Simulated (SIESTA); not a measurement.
Crystal: CuO (Tenorite).

```xyz
4
Lattice="2.3418 -1.7113 0.0000 2.3418 1.7113 0.0000 -0.8500 0.0000 5.0579" Properties=species:S:1:pos:R:3 pbc="T T T"
Cu    0.7459   -0.8557    2.5289
Cu    1.1709    0.8557    0.0000
O     1.7043    0.2793    3.7934
O     2.1293   -0.2793    1.2645
```

Base run:

```yaml
Program: SIESTA 5.4.2
Functional: PBE
Potentials_or_basis: PseudoDojo 0.4 standard (PBE files)
Basis: SZ (energy shift 0.01 Ry)
Grid_cutoff: 800 Ry
Energy_shift: 0.01 Ry
k_mesh: 10 × 10 × 5
Occupations: fermi-dirac, width 0.05 eV
Spin: no spin polarisation
```

Its results: band gap on the k mesh none (metal or under the smearing width); pressure 0.5 GPa; largest force 0.163 eV/Å.

The run is repeated on the same cell with these changes: basis from SZ (energy shift 0.01 Ry) to DZ (energy shift 0.01 Ry). What comes out?

Band gap on the k mesh none (metal or under the smearing width); pressure -7.0 GPa; largest force 0.214 eV/Å.

Caveats: the basis has no polarisation orbitals; the basis of atomic orbitals isn't converged, which shifts pressures, moduli and gaps; the run has no spin polarisation, though such a crystal can be magnetic; semilocal functionals often make such compounds metallic where correlation or magnetic order opens a gap, which also shifts bond lengths; short orbitals over semicore shells can move pressures by several GPa (some runs); semicore shells carry a single zeta, which can move pressures by several GPa and volumes by a few percent (some runs).

Not every run made on this cell is shown here.
